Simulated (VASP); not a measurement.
# InAs: an input that fails (self-consistent run)

InAs, F-43m (no. 216), 2 atoms in the cell.

INCAR:
```
SYSTEM = InAs
ALGO = Normal ; EDIFF = 1E-5
ENCUT = 250 ; ISIF = 2
ISMEAR = 0 ; IVDW = 15
LASPH = .True. ; LCHARG = .False.
LREAL = .False. ; LWAVE = .False.
NELM = 40 ; PREC = Normal
SIGMA = 0.05
```

KPOINTS:
```
k-points
0
Gamma
  4 4 4
```

POSCAR:
```
InAs
1.0
    0.0000000000      3.0180000000      3.0180000000
    3.0180000000      0.0000000000      3.0180000000
    3.0180000000      3.0180000000      0.0000000000
In As
1 1
Direct
    0.0000000000      0.0000000000      0.0000000000
    0.7500000000      0.7500000000      0.7500000000
```

Commands:
```
cat potpaw_PBE.64/In_d/POTCAR potpaw_PBE.64/As/POTCAR > POTCAR
mpirun -np 1 vasp_std > vasp.out
```

VASP stops with:
```
The code was not compiled with simple-DFTD3 support. Please recompile the code adding -DSDFTD3 to the CPP_OPTIONS and add the necessary include and link parameters. ---->  I REFUSE TO CONTINUE WITH THIS SICK JOB ... BYE!!! <----
```

Cause: an option that this build lacks.
